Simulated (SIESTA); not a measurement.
Runs of SIESTA 5.4.2 on La2O3. Symmetry: P321, No. 150, trigonal system. The conventional cell has a = 6.370 Å, b = 6.370 Å, c = 3.290 Å, α = 90.00°, β = 90.00°, γ = 120.00°. La (site symmetry 3) is surrounded by 6 O at 2.46 to 2.47 Å. O (site symmetry 2) has 4 La at 2.46 to 2.47 Å as nearest neighbours. The cell comes from a database or a generator and needn't be the stable form of this composition.

```tsv
task	level	potentials or basis	k mesh	gap on the mesh (eV)	pressure (GPa)	V0 of scaled cells (Å³/atom)	B0 (GPa)	largest force (eV/Å)
band structure	PBEsol	PseudoDojo 0.4 standard (PBEsol files), DZP (energy shift 0.003 Ry; two zetas on semicore shells)	5 × 5 × 8	(b)	1.9	-	-	0.03
equation of state	LDA	PseudoDojo 0.4 standard (PBE and LDA files), DZP (energy shift 0.003 Ry; two zetas on semicore shells)	4 × 4 × 6	-	-	23.13	(c)	-
band structure	LDA	PseudoDojo 0.4 standard (PBE and LDA files), DZP (energy shift 0.003 Ry; two zetas on semicore shells)	5 × 5 × 8	1.19	0.0	-	-	(a)
equation of state	PBEsol	PseudoDojo 0.4 standard (PBEsol files), DZP (energy shift 0.003 Ry; two zetas on semicore shells)	4 × 4 × 6	-	-	23.57	97	-
```

Alike in all rows: no spin polarisation; cell as given; smearing fermi-dirac 0.05 eV; grid cutoff 800 Ry; energy shift 0.003 Ry.

Task: Fill in the values left out.

Result: (a) 0.04; (b) 1.31; (c) 103.

Caveats: the basis of atomic orbitals isn't converged, which shifts pressures, moduli and gaps; spin-orbit coupling is left out, which moves the levels of the heavy elements (some runs); the potentials were made for another functional, which shifts forces and pressure (some runs); the cell was scaled at fixed shape and fractional positions, which overstates the stiffness of a crystal with free parameters, most of all of layers and chains (some runs).

A k mesh can miss the band edges, and the runs leave out spin-orbit coupling on La.

Not every run made on this cell is shown here.
